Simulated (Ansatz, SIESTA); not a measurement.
Ti: programs and potentials compared

```xyz
1
Lattice="0.0000 2.0300 2.0300 2.0300 0.0000 2.0300 2.0300 2.0300 0.0000" Properties=species:S:1:pos:R:3 pbc="T T T"
Ti    0.0000    0.0000    0.0000
```

This isn't the form of Ti at room conditions, which is hcp.

Alike in all runs: task band structure; functional LDA; k mesh 11 × 11 × 11; occupations fermi-dirac, width 0.05 eV; no spin polarisation; no spin-orbit coupling. LDA stands for any of its common fits. Pressure is positive in compression and, in plane waves, holds the error of the finite cutoff, which Ansatz's Pulay term estimates and takes out.

```tsv
program and potentials	plane-wave cutoff (eV)	notes	pressure (GPa)
Ansatz, Ansatz PAW	420	potentials made for PBE, which Ansatz adapts in part; Pulay term of +0.04 GPa included	-5.13
SIESTA, files PseudoDojo sr-lda-0.4.1-standard, DZP (energy shift 0.003 Ry; two zetas on semicore shells)	-	atomic basis	-4.56
Ansatz, all-electron LAPW, scalar-relativistic	-	-	?
```

Estimate from the other rows what the run with Ansatz, all-electron LAPW, scalar-relativistic gave.

Pressure -5.12 GPa. The other rows, which needn't bracket it: pressure -5.13 to -4.56.
